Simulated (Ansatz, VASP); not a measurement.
# BN in two plane-wave programs, part 2 of 2

Wanted: the spread between two codes on one cell, functional and k mesh. The cell is taken from a series of VASP runs on this material, whose earlier steps may have relaxed, scaled or displaced it; both programs get it as it stands.

VASP 6.6.1 and Ansatz 0.2.0.

So far. Step 2 (VASP: band structure, HSE06): The k-mesh is coarse for exact exchange; levels may shift by about 0.1 eV on a finer one.

### Step 3. Ansatz: band structure, HSE06

Level of this step: Ansatz beside VASP: Kohn-Sham DFT, plane waves, HSE06 (Ansatz).

Ansatz runs on its default PAW (the set named soft_2) files.

The same cell, functional, mesh and smearing now go to Ansatz, which takes its cutoff from its data sets.

input.yaml

```yaml
crystal:
  lattice:
    - [2.50553216, 0.0, 0.0]
    - [-1.25276608, 2.1698545005, 0.0]
    - [0.0, 0.0, 6.8838829978]
  atoms:
    - { symbol: B, position: [0.3333333333, 0.6666666667, 0.25] }
    - { symbol: B, position: [0.6666666667, 0.3333333333, 0.75] }
    - { symbol: "N", position: [0.3333333333, 0.6666666667, 0.75] }
    - { symbol: "N", position: [0.6666666667, 0.3333333333, 0.25] }
hamiltonian:
  xc: { exchange: pbe, correlation: pbe, exx: { coeff: 0.25, omega: 0.2 } }
  pseudopotentials: { kind: paw }
kpoints:
  mp_grid: { grid: [6, 6, 2] }
  band_path:
    path:
      - [0.0, 0.0, 0.0]
      - [0.4, 0.0, 0.0]
      - [0.5, 0.0, 0.0]
      - [0.4, 0.2, 0.0]
      - [0.36667, 0.26667, 0.0]
      - [0.2, 0.2, 0.0]
      - [0.0, 0.0, 0.1]
      - [0.0, 0.0, 0.5]
      - [0.4, 0.0, 0.5]
      - [0.4, 0.2, 0.5]
      - [0.2, 0.2, 0.5]
      - [0.5, 0.0, 0.4]
      - [0.33333, 0.33333, 0.0]
      - [0.33333, 0.33333, 0.5]
    npoints: 1
scf:
  occupations: { method: gaussian, width: 0.05 }
  n_extra_bands: 8
output:
  forces: true
  stress: true
  eigenvalues: true
```

Command:

```
$ ansatz run input.yaml --threads 4 --pin off --max-ram 9216MiB --backend cpu --events-out ev --progress --plain --runs-dir out
```

Numbers of over 12 decimals in the logs are rounded to 6 here.

What it wrote:

```text
Warning: output.stress: scf.convergence.dr2_threshold = 1e-7 eV (the SCF's general default) is looser than the 4e-10 eV advised for a printed stress (1e-10 eV for each atom of the cell: 4). What an SCF threshold leaves in a stress goes as its square root, and in the free energy as the threshold itself, and one threshold admits the most on a small cell: [figures from the program's tests cut] Set scf.convergence.dr2_threshold to 4e-10 eV or tighter. The threshold is an SCF's pass mark: one that does not reach it within its budget of iterations ends unconverged, or closes short of it on a stop that the run arms, and scf.convergence.dr2_threshold's page says what that costs each kind of run
Warning: output.stress: scf.exx.energy_threshold = 1e-6 eV is looser than the 4e-8 eV advised for a stress under a hybrid functional (1e-8 eV for each atom of the cell: 4). Every SCF of the exchange loop can meet its threshold on dr2 while the loop round them stops early: no threshold on dr2 bounds what that leaves in the stress. Set scf.exx.energy_threshold to 4e-8 eV or tighter. The threshold is the loop's pass mark: a loop that does not reach it within its budget of cycles ends unconverged, and scf.exx.energy_threshold's page has the law
scf.n_extra_bands = 8 over 8 filled bands (N_el = 16.0): the run solves 16 bands
Engine: ansatz 0.2.0, aarch64-unknown-linux-gnu
Pseudopotentials: kind: paw
Pseudopotential: B, paw, valence charge 3, recommended cutoff 420 eV (normal), B.paw.azcp
Pseudopotential: N, paw, valence charge 5, recommended cutoff 420 eV (normal), N.paw.azcp
Functional definition: unnamed
  parameter a_1 = 0.25
  parameter omega_1 = 0.2/angstrom
  exchange = pbe_x + (-a_1)*pbe_x_sr(omega_1) + a_1*exact_x_sr(omega_1)
  correlation = pbe_c
Crystal: 4 atoms, lattice volume = 37.425 Å³
Basis set: ecut = 420 eV, 737 PW (Γ), exchange–correlation on 36×36×96 points (8 copies of the dense FFT grid, shifted against one another)
Bands: 16, of which v1, the nominal top of the filled ones, is band 8 counted from 1 (7 counted from 0)
Symmetry: 24 space group operations
Space group: P63/mmc (ITA 194), of the structure as read, at distance tolerance 3.3e-5 Å
k-points: 14 of 72
Non-local potential: B, projectors of the file, l = 0: 2, l = 1: 2, l = 2: 1
Non-local potential: N, projectors of the file, l = 0: 2, l = 1: 2, l = 2: 1
PAW form: soft (Blöchl's): semilocal exchange-correlation on the pseudo side does not see the compensation charge
PAW frozen core: B, regenerated for the run's functional, and the local potential with it (the file was generated under x = pbe(κ = 0.804, μ = 0.219515), c = pbe(β = 0.066725))
PAW frozen core: N, regenerated for the run's functional, and the local potential with it (the file was generated under x = pbe(κ = 0.804, μ = 0.219515), c = pbe(β = 0.066725))
PAW one-centre angular grid: B, 110 points (default); XC on 64 Gauss nodes
PAW one-centre angular grid: N, 110 points (default); XC on 64 Gauss nodes
Initial density: superposition of atomic densities (neutral atoms: chi_scale 0, normalization atom), corrected by the library's trained network
Initial wavefunctions: pseudopotential atomic-orbital guess
Functional: x = pbe(κ = 0.804, μ = 0.219515), c = pbe(β = 0.066725), warm-up for x = pbe(κ = 0.804, μ = 0.219515) + 0.25 (exact − pbe) at short range (hse, ω = 0.2 Å⁻¹), c = pbe(β = 0.066725)
SCF iter   1: F=—  HF=-1084.823822 eV  |F-HF|=—  |Δ(HF+E_count)|=         —  Δρ=1.80e-3  dr2=3.94e-4  ethr=1.77e-3  ⟨swp⟩=2.1  Hψ=1544  notcnv=0
preconditioner: auto → none  [insulator: Δε(μ)=4.321 eV  Ē_g=18.545 eV  σ=0.050 eV  W_gap=1.00  n_scr=4 (ndim 8)  ℏωp=24.3 eV  f_vac=0.037  D(μ)=0.00/eV (n_scr^D=0)]
SCF iter   2: F=-1084.825190 eV  HF=-1084.824826 eV  |F-HF|=3.64e-4  |Δ(HF+E_count)|=   1.00e-3  Δρ=8.25e-4  dr2=5.63e-5  ethr=2.46e-6  ⟨swp⟩=3.2  Hψ=409  notcnv=0  defer=3
SCF 1 stopped early in 2 iterations: F = -1084.825190 eV  dr2 = 5.63e-5
  greatest PAW one-centre occupation: 0.797 electrons in one spin orbital (limit 2), on the N atom at site 3 (counted from 0), in its partial waves of l = 0
Initial density: handed on by an earlier stage of this run
Initial wavefunctions: those handed on with the density
Functional: x = pbe(κ = 0.804, μ = 0.219515) + 0.25 (exact − pbe) at short range (hse, ω = 0.2 Å⁻¹), c = pbe(β = 0.066725)
Exchange kernel: α = 0.2500, screened, ω = 0.2000 Å⁻¹, Wigner–Seitz truncation, v(0) = 1093.0239 eV·Å³, q-mesh 6×6×2, nearest image of the exchange supercell L = 13.77 Å, pair-density grid 15×15×36, without the augmentation charges, whose exchange is taken in its separable form by FFT convolution over the k-point mesh (sized by the pseudopotential files, 15×15×48 at the most), smooth part of the exact exchange by density-matrix convolution
Frozen-core exchange: fock
SCF iter   1: F=—  HF=-1085.056488 eV  |F-HF|=—  |Δ(HF+E_count)|=         —  Δρ=7.62e-3  dr2=1.44e-2  ethr=3.52e-6  ⟨swp⟩=7.0  Hψ=1071  notcnv=0
preconditioner: auto → none  [insulator: Δε(μ)=5.658 eV  Ē_g=20.945 eV  σ=0.050 eV  W_gap=1.00  n_scr=4 (ndim 8)  ℏωp=24.3 eV  f_vac=0.035  D(μ)=0.00/eV (n_scr^D=0)]
SCF iter   2: F=—  HF=-1085.051689 eV  |F-HF|=—  |Δ(HF+E_count)|=   4.80e-3  Δρ=3.58e-3  dr2=2.43e-3  ethr=3.52e-6  ⟨swp⟩=3.5  Hψ=524  notcnv=0
SCF iter   3: F=—  HF=-1085.056802 eV  |F-HF|=—  |Δ(HF+E_count)|=   5.11e-3  Δρ=1.73e-3  dr2=9.77e-4  ethr=3.52e-6  ⟨swp⟩=3.1  Hψ=419  notcnv=0  defer=1
iter 4 solved again at ethr=5.72e-8 eV; its pass at ethr=3.52e-6 eV (dr2=9.15e-6 eV) is discarded
SCF iter   4: F=—  HF=-1085.056507 eV  |F-HF|=—  |Δ(HF+E_count)|=   2.96e-4  Δρ=2.27e-4  dr2=2.78e-5  ethr=5.72e-8  ⟨swp⟩=2.9  Hψ=860  notcnv=0  defer=1
SCF iter   5: F=—  HF=-1085.056600 eV  |F-HF|=—  |Δ(HF+E_count)|=   9.38e-5  Δρ=2.50e-4  dr2=2.00e-5  ethr=5.72e-8  ⟨swp⟩=3.2  Hψ=424  notcnv=0  defer=1
SCF iter   6: F=-1085.056605 eV  HF=-1085.056595 eV  |F-HF|=9.83e-6  |Δ(HF+E_count)|=   5.58e-6  Δρ=2.36e-5  dr2=1.69e-6  ethr=5.72e-8  ⟨swp⟩=3.1  Hψ=410  notcnv=0  defer=1
SCF 2 stopped early in 6 iterations: F = -1085.056605 eV  dr2 = 1.69e-6
  greatest PAW one-centre occupation: 0.799 electrons in one spin orbital (limit 2), on the N atom at site 3 (counted from 0), in its partial waves of l = 0
hybrid outer 1: dexx = +6.278e-3 eV, tail = 1.27e-5 eV
Exchange kernel: α = 0.2500, screened, ω = 0.2000 Å⁻¹, Wigner–Seitz truncation, v(0) = 1093.0239 eV·Å³, q-mesh 6×6×2, nearest image of the exchange supercell L = 13.77 Å, pair-density grid 15×15×36, without the augmentation charges, whose exchange is taken in its separable form by FFT convolution over the k-point mesh (sized by the pseudopotential files, 15×15×48 at the most), smooth part of the exact exchange by density-matrix convolution
Frozen-core exchange: fock
SCF iter   1: F=—  HF=-1085.056706 eV  |F-HF|=—  |Δ(HF+E_count)|=         —  Δρ=4.51e-5  dr2=4.23e-7  ethr=3.96e-7  ⟨swp⟩=4.9  Hψ=617  notcnv=0
preconditioner: auto → none  [insulator: Δε(μ)=5.663 eV  Ē_g=20.939 eV  σ=0.050 eV  W_gap=1.00  n_scr=4 (ndim 8)  ℏωp=24.3 eV  f_vac=0.035  D(μ)=0.00/eV (n_scr^D=0)]
SCF iter   2: F=—  HF=-1085.056705 eV  |F-HF|=—  |Δ(HF+E_count)|=   1.04e-7  Δρ=1.18e-5  dr2=4.30e-8  ethr=2.38e-9  ⟨swp⟩=3.0  Hψ=411  notcnv=0
SCF iter   3: F=-1085.056706 eV  HF=-1085.056706 eV  |F-HF|=1.64e-9  |Δ(HF+E_count)|=   1.36e-7  Δρ=5.26e-6  dr2=4.61e-9  ethr=7.47e-11  ⟨swp⟩=3.7  Hψ=553  notcnv=0  defer=4
SCF 3 converged in 3 iterations: F = -1085.056706 eV  dr2 = 4.61e-9
  Residual-converged pass: ⟨swp⟩=2.6  Hψ=349  notcnv=0  max |occ|·‖R‖ = 2.3e-6 eV (tolerance 2.4e-6 eV)  dr2=4.55e-9  dr2_onsite=5.88e-10  max |Δocc| = 0.0e0
hybrid outer 2: dexx = +1.962e-7 eV, tail = 1.39e-8 eV, Δε = 1.87e-3 eV (about 6.75e-5 eV left of the loop's levels)
NSCF: frozen V_eff on 14 k-points
hybrid SCF converged: 2 outer / 9 inner (+2 warm-up), last move |dexx| = 1.96e-7 eV, tail = 1.39e-8 eV
Stability not checked: this state was not tested for a lower state beside it, because the functional holds exact exchange (a hybrid, or Hartree-Fock), whose exchange loop this test does not read (fock_operator; see scf.lower_state_search)
Free energy (F): -1085.056706 eV
Frozen-core exchange: fock
Harris-Foulkes:  -1085.056706 eV  (|F-HF|=1.64e-9)
Internal energy: -1085.056706 eV  (E = F + TS)
E sigma→0 (E₀):  -1085.056706 eV
Fermi energy:    6.373470 eV
--- Per-component energies (eV) ---
  E_band       = -69.178205
  E_kinetic    = 366.638017
  E_local      = -728.047260  (includes V_loc(G=0)·N_el)
  E_nonlocal   = 113.597757
  E_hartree    = 239.145354
  E_xc         = -148.943450
  E_vxc        = -183.040874  (∫ρ·V_xc dr)
  E_exx        = -38.992881  (= α·E_x^exact, valence–valence)
  E_paw        = -410.200913  (= ΣΔE_a)
  E_vpaw       = -38.630231  (= ΣTr[D̂ρ^β])
  E_aug_tail   = 0.000203  (compensation charges beyond the density's cutoff)
  E_ewald      = -478.184085
  E_core_change = -0.069446  (= ΣΔE_core)
  E_smearing   = -0.000000  (= −TS)
  E_closure    = -0.000000  (closes the sum)
  Σ components = -1085.056706   (vs F -1085.056706, Δ=0.00e0)
--- Forces (eV/Å), atoms counted from 1 ---
  atom   1  B      0.00000000    -0.00000000     0.00000000
  atom   2  B      0.00000000     0.00000000     0.00000000
  atom   3  N     -0.00000000    -0.00000000     0.00000000
  atom   4  N      0.00000000     0.00000000     0.00000000
  max |Σ_I F_I| component: 4.35e-16 eV/Å
--- Stress (GPa, compression-positive) ---
       -4.307245       0.000000       0.000000
        0.000000      -4.307245       0.000000
        0.000000       0.000000       1.498774
  P = ⅓ Tr σ = -2.3719 GPa (-23.719 kbar)
--- Band table (eV; the first three rows and the last of 14) ---
  k-point 0: bands = [... 4 lower, 1.9578, 1.9578, 1.9851, 1.9851, 9.7700, 15.0876, 16.8822, 16.8822, ... 4 higher]
  k-point 1: bands = [... 4 lower, 1.9715, 1.9715, 1.9715, 1.9715, 12.1012, 12.1012, 16.9339, 16.9339, ... 4 higher]
  k-point 2: bands = [... 4 lower, -0.1788, -0.1493, 1.0003, 1.0380, 10.6959, 14.7908, 16.2112, 16.7000, ... 4 higher]
  k-point 13: bands = [... 4 lower, -4.4155, -4.4155, 3.5422, 3.5422, 9.6222, 9.6222, 16.8706, 16.8706, ... 4 higher]
```

The job ended after 27 s (4 threads of Arm Neoverse N1, shared host; peak memory 0.57 GiB).

Reading the cycles: dr2 is the Hartree energy of the density residual (eV), the measure of convergence; HF is the Harris–Foulkes estimate of the energy, which meets the free energy F at convergence.

### Step 4. Comparison

Known differences besides the potentials themselves: exact exchange at q = 0 is treated differently, which shows on coarse meshes; VASP keeps PBE cores, Ansatz makes them for the functional; the cutoff is 420 eV in Ansatz and 520 eV in VASP; VASP takes a coarser grid for exact exchange (PRECFOCK = Fast). Total energies have different zeros and are not compared.

Both answers:

| quantity | Ansatz | VASP | difference |
| --- | --- | --- | --- |
| gap over the path points (eV) | 5.650 | 5.641 | +0.009 |

Levels at points of the path, from each program's valence-band top (eV; 4 filled, then empty):

| k (reciprocal lattice) | Ansatz | VASP |
| --- | --- | --- |
| 0.000 0.000 0.000 | -1.60 -1.60 -1.57 -1.57 6.21 11.53 13.33 | -1.59 -1.59 -1.56 -1.56 6.22 11.54 13.31 |
| 0.400 0.000 0.000 | -4.41 -4.36 -2.44 -1.16 6.84 7.93 10.34 | -4.40 -4.35 -2.44 -1.16 6.83 7.93 10.34 |
| 0.500 0.000 0.000 | -4.63 -4.58 -1.45 -0.57 5.65 6.94 11.02 | -4.63 -4.58 -1.45 -0.57 5.64 6.93 11.02 |
| 0.400 0.200 0.000 | -6.59 -6.53 -0.79 -0.15 5.99 6.71 13.27 | -6.59 -6.53 -0.79 -0.15 5.98 6.70 13.27 |
| 0.367 0.267 0.000 | -7.50 -7.45 -0.39 0.00 6.12 6.47 12.48 | -7.50 -7.45 -0.39 0.00 6.11 6.46 12.47 |
| 0.200 0.200 0.000 | -5.26 -5.22 -3.30 -1.79 8.82 8.95 9.89 | -5.26 -5.22 -3.30 -1.79 8.81 8.95 9.89 |
| 0.000 0.000 0.100 | -1.60 -1.60 -1.57 -1.57 6.33 11.33 13.33 | -1.59 -1.59 -1.56 -1.56 6.33 11.33 13.31 |
| 0.000 0.000 0.500 | -1.58 -1.58 -1.58 -1.58 8.55 8.55 13.38 | -1.57 -1.57 -1.57 -1.57 8.55 8.55 13.36 |
| 0.400 0.000 0.500 | -4.39 -4.39 -1.82 -1.82 7.19 7.19 11.44 | -4.38 -4.38 -1.82 -1.82 7.18 7.18 11.44 |
| 0.400 0.200 0.500 | -6.56 -6.56 -0.45 -0.45 6.18 6.18 14.01 | -6.56 -6.56 -0.45 -0.45 6.17 6.17 14.01 |

Among the levels compared at these points, filled levels agree within 10 meV and empty ones within 20 meV.

### Step 5. Results

```
difference in gap over the path points (band structure, HSE06) : 0.0094 eV
```

What this shows: The difference in gap over the path points is 0.0094 eV (band structure, HSE06), within the 0.08 eV picked in this series as the mark of a large difference. How closely two codes agree says nothing of how well the functional describes the real material.

[Lines on the potential files, build, host, timing and source positions are cut from VASP's logs without a mark.]

[Logs are printed without paths, hosts, clocks, repeated set-up lines and the standing remarks that a program may print on its own settings, such as how far it seeks lower states.]

[Hosts, paths, dates, database ids (printed as entryN), source tags and the programs' standing remarks are cut or masked in the printed files.]
